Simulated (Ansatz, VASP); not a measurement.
## KCl: VASP beside Ansatz

INCAR

```
SYSTEM = KCl
ALGO = Normal ; EDIFF = 1E-6
ENCUT = 520 ; GGA = PE
ISIF = 2 ; ISMEAR = 0
LASPH = .TRUE. ; LCHARG = .FALSE.
LREAL = .FALSE. ; LWAVE = .FALSE.
NBANDS = 15 ; NELM = 100
PREC = Accurate ; SIGMA = 0.05
```

KPOINTS

```
k-points
0
G
  6 6 6
  0 0 0
```

File POSCAR:

```
KCl
1.0
    0.0000000000      3.1324292500      3.1561000000
    3.1797707500      0.0000000000      3.1561000000
    3.1797707500      3.1324292500      0.0000000000
K Cl
1 1
Direct
    0.0000000000      0.0000000000      0.0000000000
    0.5000000000      0.5000000000      0.5000000000
```

Input for Ansatz:

```yaml
crystal:
  lattice:
    - [0.0, 3.13242925, 3.1561]
    - [3.17977075, 0.0, 3.1561]
    - [3.17977075, 3.13242925, 0.0]
  atoms:
    - { symbol: K, position: [0.0, 0.0, 0.0] }
    - { symbol: Cl, position: [0.5, 0.5, 0.5] }
basis:
  ecutwfc: 420
kpoints:
  mp_grid: { grid: [6, 6, 6] }
hamiltonian:
  xc: pbe
scf:
  occupations: { method: gaussian, width: 0.05 }
output:
  forces: true
  stress: true
  eigenvalues: true
```

Change from the starting cell: strain +0.0075 x Voigt [1, -1, 0, 0, 0, 0], atoms carried along.

Alike in both runs: task single point; functional PBE; k mesh 6 × 6 × 6; occupations gaussian, width 0.05 eV; no spin polarisation.

```csv
,VASP,Ansatz
version,VASP 6.6.1,Ansatz 0.2.0
potentials or method,"VASP PAW PBE potentials, release 64 (K_sv, Cl)","scalar-relativistic, plane waves, PAW"
plane-wave cutoff (eV),520,420
valence electrons in the cell,16,16
```

```tsv
	VASP	Ansatz	Ansatz less VASP
gap on the k mesh at the Fermi level (eV)	5.15	5.15	+0.002
least direct gap on the mesh (eV)	5.15	5.15	+0.002
pressure (GPa)	0.6	0.6	-0.03
largest component of the traceless stress (GPa)	0.28	0.27	-0.005
```
